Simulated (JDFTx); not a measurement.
Set up this calculation in JDFTx 1.7.0 (patched build), as the native input.

```
Task                                    : relaxation of cell and atoms
Functional                              : PBE
Potentials or basis                     : SG15-PBE-1.2 with smoothed tails
Cutoff                                  : 1088 eV
Density cutoff                          : 4354 eV
k mesh                                  : 11 × 11 × 11
Occupations                             : fermi-dirac, width 0.05 eV
Spin                                    : no spin polarisation
Local potential set to -Z/r beyond      : 6 bohr
Bands                                   : 12
Density cutoff over wavefunction cutoff : 4
Max SCF steps                           : 100
SCF threshold on the energy             : 1e-09 Ha
Solver of the electrons                 : scf
Further solve for the empty bands       : no
```

Crystal: Nb.

```
Nb
1.0
    -1.66395    1.66395    1.66395
     1.66395   -1.66395    1.66395
     1.66395    1.66395   -1.66395
Nb
1
Cartesian
  0.0000 0.0000 0.0000
```

These files were run (other wordings do the same):

Nb.in

```
lattice \
   -3.1444097851     3.1444097851     3.1444097851 \
    3.1444097851    -3.1444097851     3.1444097851 \
    3.1444097851     3.1444097851    -3.1444097851
coords-type Cartesian
ion Nb     0.0000000000     0.0000000000     0.0000000000 1

ion-species pseudo/Nb.upf
elec-cutoff 40
elec-ex-corr gga-PBE
kpoint-folding 11 11 11
elec-smearing Fermi 0.0018374661
elec-n-bands 12
electronic-SCF nIterations 100 energyDiffThreshold 1e-09
electronic-minimize nIterations 30 energyDiffThreshold 1e-7
forces-output-coords Cartesian
lattice-minimize nIterations 40 energyDiffThreshold 1e-6

dump-name run.$VAR
dump End Ecomponents EigStats BandEigs Kpoints Forces Stress ElecDensity KEdensity
```

Potentials or basis: SG15-PBE-1.2 with smoothed tails.

The run is started by

```console
$ jdftx -c 1 -i Nb.in -o Nb.out
```

It gave:

```json
{"Relaxed volume": "18.19 Å³/atom", "Relaxed cell": "a = 2.870 Å, b = 2.870 Å, c = 2.870 Å, α = 109.47°, β = 109.47°, γ = 109.47°", "Space group after relaxing (to 0.05 Å)": "Im-3m (No. 229)", "Energy gained by relaxing": "1.7 meV/atom", "Ionic steps": "5", "Pressure after relaxing": "0.0 GPa", "Band gap on the k mesh": "none (metal or under the smearing width)"}
```

Wall time 43 s on 1 thread of Intel(R) Xeon(R) 6975P-C (Granite Rapids), on a shared host, peak memory 0.08 GiB.
